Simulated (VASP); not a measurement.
A run of VASP 6.6.1:

The input INCAR:

```
SYSTEM = Nb
  ALGO = Normal
  EDIFF = 1E-6
  EDIFFG = -0.01
  ENCUT = 600
  IBRION = 2
  ISIF = 3
  ISMEAR = 1
  LASPH = .True.
  LCHARG = .False.
  LMIXTAU = .True.
  LREAL = .False.
  LWAVE = .False.
  METAGGA = R2SCAN
  NELM = 80
  NSW = 90
  PREC = Accurate
  SIGMA = 0.1
```

File KPOINTS:

```
k-points
0
Gamma
  16 16 16
  0 0 0
```

File POSCAR:

```
Nb
1.0
   -1.6639500000      1.6639500000      1.6639500000
    1.6639500000     -1.6639500000      1.6639500000
    1.6639500000      1.6639500000     -1.6639500000
Nb
1
Direct
    0.0000000000      0.0000000000      0.0000000000
```

Potentials or basis: VASP PAW PBE potentials, release 64 (Nb_sv).

Run with:

```console
$ cat potpaw_PBE.64/Nb_sv/POTCAR > POTCAR
$ mpirun -np 1 vasp_std > vasp.out
```

Hardware: 1 thread of Intel(R) Xeon(R) 6975P-C (Granite Rapids), with other jobs on the host.

Q: Estimate the wall time of this run.

A: Wall time 110 s on 1 thread of Intel(R) Xeon(R) 6975P-C (Granite Rapids) (shared host), peak memory 0.18 GiB. Counts: scf iterations 44, k points 145, ion steps 3.
